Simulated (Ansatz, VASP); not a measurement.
**One calculation of BiH2, two programs**

```
Bi H
1.0
     3.81742    0.00000    0.00000
    -1.90871    3.30598    0.00000
     0.00000    0.00000    3.30924
Bi H
1 2
Direct
  0.00000 0.00000 0.00000
  0.33333 0.66667 0.84031
  0.66667 0.33333 0.15969
```

Alike in both runs: functional PBE; dispersion D3(BJ); k mesh 15 × 15 × 14; occupations gaussian, width 0.1 eV; no spin polarisation.

Ansatz relaxed the structure, and its values are those at the end. VASP's run is a single point on that final structure, the one shown.

|  | VASP | Ansatz |
| --- | --- | --- |
| version | VASP 6.6.1 | Ansatz 0.2.0 |
| potentials or method | VASP PAW PBE potentials, release 64 (Bi_d, H) | scalar-relativistic, plane waves, PAW |
| plane-wave cutoff (eV) | 520 | 420 |
| valence electrons in the cell | 17 | 17 |

VASP gave:

```
gap on the k mesh at the Fermi level (eV) : none
pressure (GPa)                            : -0.1
```

**Question.** Which values does Ansatz return?

**Answer.** gap on the k mesh at the Fermi level (eV): none; pressure (GPa): 0.0.

A gap of «none» marks a metal or a gap that the smearing closes.

Caveats: spin-orbit coupling is left out, which moves the levels of the heavy elements; pairwise dispersion overbinds metals, which lowers pressure and volume.
